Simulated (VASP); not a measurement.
# Si: band structure with PBE

Crystal: Si.

```
CELL_PARAMETERS angstrom
0.00000 2.73437 2.73437
2.73437 0.00000 2.73437
2.73437 2.73437 0.00000
ATOMIC_POSITIONS crystal
Si 0.75000 0.75000 0.75000
Si 0.50000 0.50000 0.50000
```

- Program: VASP 6.6.1
- Task: band structure
- Functional: PBE
- Potentials or basis: VASP PAW PBE potentials, release 64 (Si)
- Cutoff: 700 eV
- k mesh: 10 × 10 × 10
- Occupations: gaussian, width 0.02 eV
- Spin: no spin polarisation
- Further INCAR settings: ALGO = Normal; EDIFF = 1e-07

```
Band gap on the k mesh  : 0.62 eV, indirect (least direct gap 2.56 eV)
Band gap along the path : 0.61 eV, indirect (least direct gap 2.56 eV)
```

Levels at the corners of the path, in eV from the valence-band top:
| point | band 1 | band 2 | band 3 | band 4 | band 5 | band 6 | band 7 | band 8 |
| --- | --- | --- | --- | --- | --- | --- | --- | --- |
| Γ | -11.81 | 0.00 | 0.00 | 0.00 | 2.56 | 2.56 | 2.56 | 3.13 |
| X | -7.75 | -7.75 | -2.79 | -2.79 | 0.75 | 0.75 | 9.94 | 9.94 |
| X | -7.75 | -7.75 | -2.79 | -2.79 | 0.75 | 0.75 | 9.94 | 9.94 |
| W | -7.59 | -7.59 | -3.76 | -3.76 | 4.27 | 4.27 | 4.93 | 4.93 |
| W | -7.59 | -7.59 | -3.76 | -3.76 | 4.27 | 4.27 | 4.93 | 4.93 |
| K | -8.16 | -7.16 | -4.20 | -2.38 | 1.23 | 4.11 | 7.38 | 7.92 |
| K | -8.16 | -7.16 | -4.20 | -2.38 | 1.23 | 4.11 | 7.38 | 7.93 |
| Γ | -11.81 | 0.00 | 0.00 | 0.00 | 2.56 | 2.56 | 2.56 | 3.13 |
| Γ | -11.81 | 0.00 | 0.00 | 0.00 | 2.56 | 2.56 | 2.56 | 3.13 |
| L | -9.54 | -6.87 | -1.18 | -1.18 | 1.47 | 3.35 | 3.35 | 7.70 |
| L | -9.54 | -6.87 | -1.18 | -1.18 | 1.47 | 3.35 | 3.35 | 7.70 |
| U | -8.16 | -7.16 | -4.20 | -2.38 | 1.23 | 4.11 | 7.38 | 7.92 |
| U | -8.16 | -7.16 | -4.20 | -2.38 | 1.23 | 4.11 | 7.38 | 7.92 |
| W | -7.59 | -7.59 | -3.76 | -3.76 | 4.27 | 4.27 | 4.93 | 4.93 |
| W | -7.59 | -7.59 | -3.76 | -3.76 | 4.27 | 4.27 | 4.93 | 4.93 |
| L | -9.54 | -6.87 | -1.18 | -1.18 | 1.47 | 3.35 | 3.35 | 7.70 |
| L | -9.54 | -6.87 | -1.18 | -1.18 | 1.47 | 3.35 | 3.35 | 7.70 |
| K | -8.16 | -7.16 | -4.20 | -2.38 | 1.23 | 4.11 | 7.38 | 7.93 |
| U | -8.16 | -7.16 | -4.20 | -2.38 | 1.23 | 4.11 | 7.38 | 7.92 |
| X | -7.75 | -7.75 | -2.79 | -2.79 | 0.75 | 0.75 | 9.94 | 9.94 |

Wall time 62 s on 1 thread of Intel(R) Xeon(R) Platinum 8488C (Sapphire Rapids), on a shared host, peak memory 0.21 GiB.

Caveat: the log is that of the step along the path at fixed density, whose energy, stress, charges and moments have no meaning. A hybrid or GW would open this gap; PBE tends to underestimate it.
